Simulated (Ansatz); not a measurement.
# Sn: a fit and a missing row

Sn, Fd-3m, a = 6.655 Å. Ansatz: PBE, PAW, 420 eV, Γ-centred 12×12×12 mesh on 2 atoms, Gaussian smearing 0.10 eV; no spin polarisation. Symmetry fixes shape and atoms, so the cell is only scaled; pressure is positive in compression.

```
V (Å³/atom) P (GPa)
     32.417     6.24
     33.522     4.25
     34.627     2.58
     35.732     1.19
     36.837     0.02
     37.942        ?
     39.047    -1.80
     40.521    -2.69
```

Problem. Take V0 = 36.837 Å³/atom, count pressures from its P0 = 0.02 GPa, fit the third-order Birch–Murnaghan form to the other rows, and predict the missing pressure.

Solution. With the Eulerian strain f = ½[(V0/V)^(2/3) − 1] and y = (P − P0)/[3f(1 + 2f)^(5/2)], the form is the line y = B0 + 1.5 B0 (B0′ − 4) f. Rows (f, y): 0.04447, 37.7; 0.03244, 37.1; 0.02105, 36.6; 0.01026, 36.1; -0.01905, 35.1; -0.03078, 34.4. Means f = 0.009732, y = 36.167; Σ(Δf)² = 0.004320, ΣΔfΔy = 0.1816; the slope is their ratio. y = 35.76 + 42.03 f GPa, so B0 = 35.8 GPa and B0′ = 4 + 2 × (42.03)/(3 × 35.76) = 4.78. At V = 37.942, f = -0.00976, y = 35.35 and P = -0.97 GPa. The run gave -0.97 GPa, the same to the digits shown.